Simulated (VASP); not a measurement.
# Li (Im-3m) in VASP: notebook

One crystal, Li, is run at these levels: r2SCAN, PBE; tasks: single point.

Program: VASP 6.6.1. These are calculated values, not measurements. Logs are shortened: lines on timing, memory, paths and dates and some standing lists are left out, and cuts for length are marked.

**1. The cell of the first run**

It takes space group Im-3m (No. 229, cubic). The conventional cell has a = 3.383 Å, b = 3.383 Å, c = 3.383 Å, α = 90.00°, β = 90.00°, γ = 90.00°. Li (site symmetry m-3m) has 8 Li at 2.93 Å as nearest neighbours.

**2. Single point, r2SCAN (functional r2SCAN, strained and moved within the space group)**

POSCAR

```
Li
1.0
   -1.6912700000      1.6912700000      1.6912700000
    1.6912700000     -1.6912700000      1.6912700000
    1.6912700000      1.6912700000     -1.6912700000
Li
1
Direct
    0.0000000000      0.0000000000      0.0000000000
```

INCAR.step1

```
SYSTEM = Li
PREC = Accurate
ENCUT = 520
ISMEAR = 0
SIGMA = 0.1
LREAL = .False.
LASPH = .True.
NELM = 80
NBANDS = 8
GGA = PE
ALGO = Normal
EDIFF = 1E-4
LWAVE = .True.
LCHARG = .False.
```

INCAR.step2

```
SYSTEM = Li
PREC = Accurate
ENCUT = 520
EDIFF = 1E-6
ISMEAR = 0
SIGMA = 0.1
LREAL = .False.
LASPH = .True.
NELM = 80
ALGO = Normal
ISIF = 2
LWAVE = .False.
LCHARG = .False.
METAGGA = R2SCAN
LMIXTAU = .True.
NBANDS = 8
ISTART = 1
```

KPOINTS

```
Automatic mesh
0
Gamma
  16 16 16
  0 0 0
```

Potentials or basis: VASP PAW PBE potentials, release 64 (Li_sv).

Command:

```bash
> cat potpaw_PBE.64/Li_sv/POTCAR > POTCAR
> cp INCAR.step1 INCAR
> mpirun -np 1 vasp_std > vasp.out
> cp INCAR.step2 INCAR
> mpirun -np 1 vasp_std > vasp.out
```

OUTCAR:

```text
SYSTEM = Li
   PREC = Accurate
   ENCUT = 520
   EDIFF = 1E-6
   ISMEAR = 0
   LREAL = .False.
   LASPH = .True.
   NELM = 80
   ISIF = 2
   METAGGA = R2SCAN
   ISTART = 1

 ion  position               nearest neighbor table
   1  0.000  0.000  0.000-

  LATTYP: Found a body centered cubic cell.
 ALAT       =     3.3825400000

  Lattice vectors:

 A1 = (  -1.6912700000,   1.6912700000,   1.6912700000)
 A2 = (   1.6912700000,  -1.6912700000,   1.6912700000)
 A3 = (   1.6912700000,   1.6912700000,  -1.6912700000)

Analysis of symmetry for initial positions (statically):
=====================================================================
 Subroutine PRICEL returns:
 Original cell was already a primitive cell.

 Routine SETGRP: Setting up the symmetry group for a
 body centered cubic supercell.

 Subroutine GETGRP returns: Found 48 space group operations
 (whereof 48 operations were pure point group operations)
 out of a pool of 48 trial point group operations.

The static configuration has the point symmetry O_h .

Analysis of symmetry for dynamics (positions and initial velocities):
=====================================================================
 Subroutine PRICEL returns:
 Original cell was already a primitive cell.

 Routine SETGRP: Setting up the symmetry group for a
 body centered cubic supercell.

 Subroutine GETGRP returns: Found 48 space group operations
 (whereof 48 operations were pure point group operations)
 out of a pool of 48 trial point group operations.

The dynamic configuration has the point symmetry O_h .

 Subroutine INISYM returns: Found 48 space group operations
 (whereof 48 operations are pure point group operations),
 and found     1 'primitive' translations

----------------------------------------------------------------------------------------

                                     Primitive cell

  volume of cell :      19.3508

  direct lattice vectors                    reciprocal lattice vectors
    -1.691270000  1.691270000  1.691270000     0.000000000  0.295635824  0.295635824
     1.691270000 -1.691270000  1.691270000     0.295635824  0.000000000  0.295635824
     1.691270000  1.691270000 -1.691270000     0.295635824  0.295635824  0.000000000

  length of vectors
     2.929365569  2.929365569  2.929365569     0.418092192  0.418092192  0.418092192

  position of ions in fractional coordinates (direct lattice)
     0.000000000  0.000000000  0.000000000

  ion indices of the primitive-cell ions
   primitive index   ion index
                 1           1

----------------------------------------------------------------------------------------

 KPOINTS: Automatic mesh

Automatic generation of k-mesh.
 Grid dimensions read from file:
 generate k-points for:   16   16   16

 Generating k-lattice:

  Cartesian coordinates                     Fractional coordinates (reciprocal lattice)
     0.000000000  0.018477239  0.018477239     0.062500000  0.000000000  0.000000000
     0.018477239  0.000000000  0.018477239     0.000000000  0.062500000  0.000000000
     0.018477239  0.018477239  0.000000000     0.000000000  0.000000000  0.062500000

  Length of vectors
     0.026130762  0.026130762  0.026130762

  Shift w.r.t. Gamma in fractional coordinates (k-lattice)
     0.000000000  0.000000000  0.000000000

 Subroutine IBZKPT returns following result:
 ===========================================

 Found    145 irreducible k-points:

 Following reciprocal coordinates:
            Coordinates               Weight
  0.000000  0.000000  0.000000      1.000000
  0.062500  0.000000  0.000000     12.000000
  0.125000  0.000000  0.000000     12.000000
  0.187500  0.000000  0.000000     12.000000
  0.250000  0.000000  0.000000     12.000000
  0.312500  0.000000  0.000000     12.000000
[... 16 lines left out ...]
  0.187500  0.187500  0.000000     24.000000
  0.250000  0.187500  0.000000     48.000000
 [... further k-points ...]
   k-points           NKPTS =    145   k-points in BZ     NKDIM =    145   number of bands    NBANDS=      8
   number of dos      NEDOS =    301   number of ions     NIONS =      1
   total plane-waves  NPLWV =  13824
   dimension x,y,z NGX =    24 NGY =   24 NGZ =   24
   dimension x,y,z NGXF=    48 NGYF=   48 NGZF=   48
   ions per type =               1
   NGX,Y,Z   is equivalent  to a cutoff of  13.62, 13.62, 13.62 a.u.
   NGXF,Y,Z  is equivalent  to a cutoff of  27.24, 27.24, 27.24 a.u.
 SYSTEM =  Li
   PREC   = accura    normal or accurate (medium, high low for compatibility)
   ISTART =      1    job   : 0-new  1-cont  2-samecut
   ICHARG =      0    charge: 1-file 2-atom 10-const
   ISPIN  =      1    spin polarized calculation?
   LNONCOLLINEAR =      F non collinear calculations
   LSORBIT =      F    spin-orbit coupling
   LASPH  =      T    aspherical Exc in radial PAW
   ENCUT  =  520.0 eV  38.22 Ry    6.18 a.u.   5.45  5.45  5.45*2*pi/ulx,y,z
   NELM   =     80;   NELMIN=  2; NELMDL=  0     # of ELM steps
   EDIFF  = 0.1E-05   stopping-criterion for ELM
   LREAL  =      F    real-space projection
   EDIFFG = 0.1E-04   stopping-criterion for IOM
   NSW    =      0    number of steps for IOM
   IBRION =     -1    ionic relax: 0-MD 1-quasi-New 2-CG
   NFREE  =      0    steps in history (QN), initial steepest desc. (CG)
   ISIF   =      2    stress and relaxation
   ISYM   =      2    0-nonsym 1-usesym 2-fastsym
   POTIM  = 0.5000    time-step for ionic-motion
   TEBEG  =    0.0;   TEEND  =   0.0 temperature during run
   PSTRESS=    0.0 pullay stress
   NELECT =       3.0000    total number of electrons
   NUPDOWN=      -1.0000    fix difference up-down
   EMIN   =  10.00;   EMAX   =-10.00  energy-range for DOS
   EFERMI =   0.00;   METHOD = LEGACY
   ISMEAR =     0;   SIGMA  =   0.10  broadening in eV -4-tet -1-fermi 0-gaus
   EFERMI_NEDOS =   21; number of points for ismear=-14 and -15
   IALGO  =     38    algorithm
   IMIX   =      4    mixing-type and parameters
     AMIX     =   0.40;   BMIX     =  1.00
     AMIX_MAG =   1.60;   BMIX_MAG =  1.00
  volume/ion in A,a.u.               =      19.35       130.59
  Fermi-wavevector in a.u.,A,eV,Ry     =   0.879459  1.661937 10.523403  0.773448
  Thomas-Fermi vector in A             =   1.999686
   LORBIT       =      0    0 simple, 1 ext, 2 COOP (PROOUT), +10 PAW based schemes
   METAGGA = R2SCAN    functional components
   LHFCALC =     F    Hartree Fock is set to
   AEXX    =    0.0000 exact exchange contribution
   IVDW    =     0    specifies the selected vdW correction
   LEPSILON=     F    determine dielectric tensor
   LRPA    =     F    only Hartree local field effects (RPA)
 non-spin polarized calculation
 Gauss-broadening in eV      SIGMA  =   0.10
  energy-cutoff  :      520.00
  volume of cell :       19.35
 maximum number of plane-waves:       540
 NGX is ok and might be reduce to    24
   NGX = 11   NGY = 11   NGZ = 11

 number of electron       3.0000007 magnetization

 Free energy of the ion-electron system (eV)
  ---------------------------------------------------
  ext. energy  EPLUGINS =         0.00000000
  ---------------------------------------------------
  free energy    TOTEN  =        -2.37666066 eV

  energy without entropy =       -2.37393318  energy(sigma->0) =       -2.37529692

 E-fermi :   0.7615     XC(G=0):  -7.5681

 val. band max:        0.7381540324   @ k =   0.2500   0.2500   0.0000
 cond. band min:       0.7734927855   @ k =   0.3750   0.0625   0.0625
 fundamental gap:      0.0353387531
 Fermi energy:         0.7614525252

 k-point     1 :       0.0000    0.0000    0.0000
  band No.  band energies     occupation
      1     -47.2224      2.00000
      2      -3.1717      2.00000
      3      17.6128      0.00000
      4      17.6141      0.00000
      5      17.6141      0.00000
      6      21.9191      0.00000
      7      21.9192      0.00000
      8      21.9192      0.00000

 k-point     2 :       0.0625    0.0000    0.0000
  band No.  band energies     occupation
      1     -47.2215      2.00000
      2      -3.0901      2.00000
      3      16.9304      0.00000
      4      17.1123      0.00000
      5      17.4386      0.00000
      6      20.8453      0.00000
      7      20.9018      0.00000
      8      22.3684      0.00000

 k-point     3 :       0.1250    0.0000    0.0000
  band No.  band energies     occupation
      1     -47.2188      2.00000
      2      -2.8441      2.00000
      3      15.0693      0.00000
      4      16.1208      0.00000
      5      16.9510      0.00000
      6      19.5517      0.00000
      7      19.8911      0.00000
      8      21.9969      0.00000

 k-point     4 :       0.1875    0.0000    0.0000
  band No.  band energies     occupation
      1     -47.2148      2.00000
      2      -2.4344      2.00000
      3      12.7736      0.00000
      4      15.1137      0.00000
      5      16.2831      0.00000
      6      18.3658      0.00000
      7      19.5299      0.00000
      8      22.1327      0.00000

 k-point     5 :       0.2500    0.0000    0.0000
  band No.  band energies     occupation
      1     -47.2100      2.00000
      2      -1.8626      2.00000
      3      10.5030      0.00000
      4      14.2354      0.00000
      5      15.5981      0.00000
      6      17.3855      0.00000
      7      19.4476      0.00000
      8      22.6519      0.00000
[... 177 lines left out ...]
 k-point    22 :       0.4375    0.1250    0.0000
  band No.  band energies     occupation
      1     -47.1968      2.00000
      2       1.3591      0.00000
      3       4.4604      0.00000
      4      10.7301      0.00000
      5      13.0747      0.00000
      6      18.5163      0.00000
      7      20.7363      0.00000
      8      25.8473      0.00000

 k-point    23 :       0.1875    0.1875    0.0000
  band No.  band energies     occupation
      1     -47.2042      2.00000
      2      -0.9570      2.00000
      3       9.1244      0.00000
      4      10.8508      0.00000
      5      13.9196      0.00000
      6      19.5588      0.00000
      7      20.3600      0.00000
      8      23.6694      0.00000

 k-point    24 :       0.2500    0.1875    0.0000
  band No.  band energies     occupation
      1     -47.2005      2.00000
      2      -0.1468      2.00000
      3       7.4419      0.00000
      4      10.0072      0.00000
      5      13.4590      0.00000
      6      19.6993      0.00000
      7      20.7533      0.00000
      8      24.4687      0.00000

 [... further k-points ...]
[... 5 lines left out ...]
  --------------------------------------------------------------------------------------
  -------------------------------------------------------------------------------------
  Total        0.0765327      0.0765327      0.0765327     -0.0000000     -0.0000000      0.0000000
  in kB        6.3366385      6.3366385      6.3366385     -0.0000000     -0.0000000      0.0000000
  external PRESSURE =       6.3366385 kB  Pullay stress =       0.0000000 kB

 VOLUME and BASIS-vectors are now :
 -----------------------------------------------------------------------------
  energy-cutoff  :      520.00
  volume of cell :       19.35
      direct lattice vectors                 reciprocal lattice vectors
    -1.691270000  1.691270000  1.691270000     0.000000000  0.295635824  0.295635824
     1.691270000 -1.691270000  1.691270000     0.295635824  0.000000000  0.295635824
     1.691270000  1.691270000 -1.691270000     0.295635824  0.295635824  0.000000000

 POSITION                                       TOTAL-FORCE (eV/Angst)
 -----------------------------------------------------------------------------------
      0.00000      0.00000      0.00000         0.000000     -0.000000      0.000000
 -----------------------------------------------------------------------------------
    total drift:                               -0.000000      0.000000      0.000000

  FREE ENERGIE OF THE ION-ELECTRON SYSTEM (eV)
  ---------------------------------------------------
  free  energy   TOTEN  =        -2.3766606592 eV

  energy  without entropy=       -2.3739331757  energy(sigma->0) =       -2.37529692
```

It took 49 s on 1 thread of AMD EPYC 9R45 (Zen 5), shared host; peak memory 0.11 GiB.

Results:

```yaml
Free_energy: -2.3767 eV
Band_gap_on_the_k_mesh: none (metal or under the smearing width)
```

Caveat: the cutoff is under 1.25 times the usual one of these potentials, so pressure, stress and relaxed cells hold a basis-set (Pulay) error; the PAW data sets were made with another functional, which shifts forces and pressure a little.

[end of part 1 of 2]
